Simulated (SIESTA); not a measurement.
The system is BN.

```xyz
2
Lattice="0.0000 1.8130 1.8130 1.8130 0.0000 1.8130 1.8130 1.8130 0.0000" Properties=species:S:1:pos:R:3 pbc="T T T"
N     0.9065    0.9065    0.9065
B     0.0000    0.0000    0.0000
```

The cell is a database's computed one.

Base run:

```yaml
Program: SIESTA 5.4.2
Functional: PBE
Potentials_or_basis: PseudoDojo 0.4 standard (PBE files)
Basis: DZP (energy shift 0.003 Ry)
Grid_cutoff: 800 Ry
Energy_shift: 0.003 Ry
k_mesh: 13 × 13 × 13
Occupations: fermi-dirac, width 0.05 eV
Spin: no spin polarisation
```

Its results: band gap on the k mesh 4.64 eV, indirect (least direct gap 8.84 eV); pressure 2.6 GPa.

Q: The run is repeated on the same cell with these changes: functional from PBE to PBEsol; potentials or basis from PseudoDojo 0.4 standard (PBE files) to PseudoDojo 0.4 standard (PBEsol files). What comes out?

A: Band gap on the k mesh 4.45 eV, indirect (least direct gap 8.79 eV); pressure -2.4 GPa.

Caveats: the basis of atomic orbitals isn't converged, which shifts pressures, moduli and gaps; the basis holds too few empty states to meet the f-sum rule, so the spectrum is short of weight at high energy (some runs); an odd mesh through Γ misses points on the zone boundary, where band edges often lie (some runs).
